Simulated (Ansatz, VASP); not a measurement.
## Two plane-wave programs on Ru

The input INCAR:

```
PREC = Accurate ; ENCUT = 520
EDIFF = 1E-6 ; ISMEAR = -1
SIGMA = 0.05 ; LREAL = False
LASPH = True ; NELM = 80
ALGO = Fast ; ISIF = 2
LWAVE = False ; LCHARG = False
GGA = B5 ; ALDAX = 1.0
AGGAX = 1.0 ; AGGAC = 1.0
ALDAC = 0.0 ; NBANDS = 21
```

File KPOINTS:

```
Automatic mesh
0
Gamma
  11 11 6
```

Contents of POSCAR:

```
Ru
1.0
    2.6876397213      0.0000000000      0.0000000000
   -1.3438198606      2.3275642749      0.0000000000
    0.0000000000      0.0000000000      4.2531615502
Ru
2
Direct
    0.6666666667      0.3333333333      0.7500000000
    0.3333333333      0.6666666667      0.2500000000
```

Contents of input.yaml:

```yaml
crystal:
  lattice:
    - [2.6876397213, 0.0, 0.0]
    - [-1.3438198606, 2.3275642749, 0.0]
    - [0.0, 0.0, 4.2531615502]
  atoms:
    - { symbol: Ru, position: [0.6666666667, 0.3333333333, 0.75] }
    - { symbol: Ru, position: [0.3333333333, 0.6666666667, 0.25] }
hamiltonian:
  xc: blyp
  pseudopotentials: { kind: paw }
kpoints:
  mp_grid: { grid: [11, 11, 6] }
scf:
  occupations: { method: fermi_dirac, width: 0.05 }
output:
  forces: true
  stress: true
  eigenvalues: true
  write_density: true
  write_potential: true
  elf: true
  volumetric_format: npy
```

Alike in both runs: task single point; functional BLYP; k mesh 11 × 11 × 6; occupations fermi-dirac, width 0.05 eV; no spin polarisation.

|  | VASP | Ansatz |
| --- | --- | --- |
| version | VASP 6.6.1 | Ansatz 0.2.0 |
| potentials or method | VASP PAW PBE potentials, release 64 (Ru_pv) | Ansatz PAW |
| plane-wave cutoff (eV) | 520 | 420 |
| valence electrons in the cell | 28 | 32 |

|  | VASP | Ansatz | Ansatz less VASP |
| --- | --- | --- | --- |
| gap on the k mesh at the Fermi level (eV) | none | none | - |
| pressure (GPa) | 27.4 | 26.4 | -0.95 |
| largest component of the traceless stress (GPa) | 0.41 | 0.32 | -0.095 |

A gap of «none» marks a metal or a gap that the smearing closes. The two sets of potentials don't hold the same shells in valence.

Caveats: so large a pressure means that the cell lies far from this level's equilibrium, or that cutoff or potentials fall short (VASP); the potentials were made for another functional, which shifts forces and pressure (VASP); the PAW data sets come from PBE, with cores solved anew for the run's functional, which leaves a small shift of forces and pressure (Ansatz).
